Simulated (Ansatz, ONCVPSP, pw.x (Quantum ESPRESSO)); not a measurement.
## phosphorus: one change to the ONCV potential, in the atom and in the sc crystal

P, optimised norm-conserving Vanderbilt (ONCV), made with ONCVPSP 4.0.1.1 (patched build) (PBE, scalar-relativistic). Core [Ne], reference 3s2 3p1.5 (charge +1.5). Waves: 3s: rc 1.60 bohr, ncon 4, nbas 7, qcut 4.9 1/bohr, 2 projectors, debl 2.7 Ha; 3p: rc 1.80 bohr, ncon 4, nbas 8, qcut 5.1 1/bohr, 2 projectors, debl 3.7 Ha; d scattering state at 0.3 Ha: rc 1.90 bohr, ncon 3, nbas 7, qcut 5.3 1/bohr, 1 projector. Local part: polynomial inside 1.20 bohr (lpopt 5, dvloc0 2 Ha). Core correction: Teter function, fcfact 2.25, rcfact 1.6.

In the d channel the program set the typed energies aside and used 0.050 Ha.

Change: d: qcut 6.8.

Cutoffs, loose and tight: the cutoffs (Ha) at which the residual kinetic energy of the hardest occupied pseudo-wave falls to 1 and 0.1 mHa per electron. They do not see the model core or the augmentation charge, which bear on the density cutoff. Test errors are all-electron minus pseudo excitation energies from the reference, over the configurations 3s2 3p3; 3s2 3p2; 3s2 3p1; 3s2 3p2.5; variants that change the core or the reference have their own tests.

Crystal test: sc P in pw.x 7.5, no spin, 13³ k-points, Fermi–Dirac smearing 0.01 Ry, cutoffs set for each file from its atomic test. The reference is all-electron LAPW (Ansatz 0.2.0) with the same functional, mesh and smearing; V0 and B0 come from Birch–Murnaghan fits to the pressures at five volumes. Errors are pseudo minus all-electron; Δ is the rms difference of the E(V) curves that follow from these fits, minima aligned, over ±6 % about the mean V0. Mesh and smearing are coarse, so the numbers serve the comparison and aren't converged zero-temperature values; the lattice is a test structure that the element need not adopt.

All-electron: a0 = 2.447 Å (V0 = 14.66 Å³/atom), B0 = 113.3 GPa.

Does the change bring the crystal closer to the all-electron result?

The mean pressure error goes from +0.06 to -0.18 GPa, so the change moves the solid further from the all-electron pressures. At 80 % of its cutoff the pressure of the base moves by -0.10 GPa.

```tsv
quantity	base	changed
outcome (atom)	generated, projector energies reset by the program	generated, projector energies reset by the program
cutoff, loose (atom)	11 Ha	11 Ha
cutoff, tight (atom)	20 Ha	20 Ha
bound ghosts (atom)	none	none
largest test error (meV) (atom)	+2.2	+2.2
cutoffs in pw.x (Ry)	50/200	50/200
a0 (Å)	2.448	2.446
a0 error (%)	+0.02	-0.05
B0 error (%)	-0.2	+0.4
Δ (meV/atom)	0.2	0.6
mean pressure error (GPa)	+0.06	-0.18
```
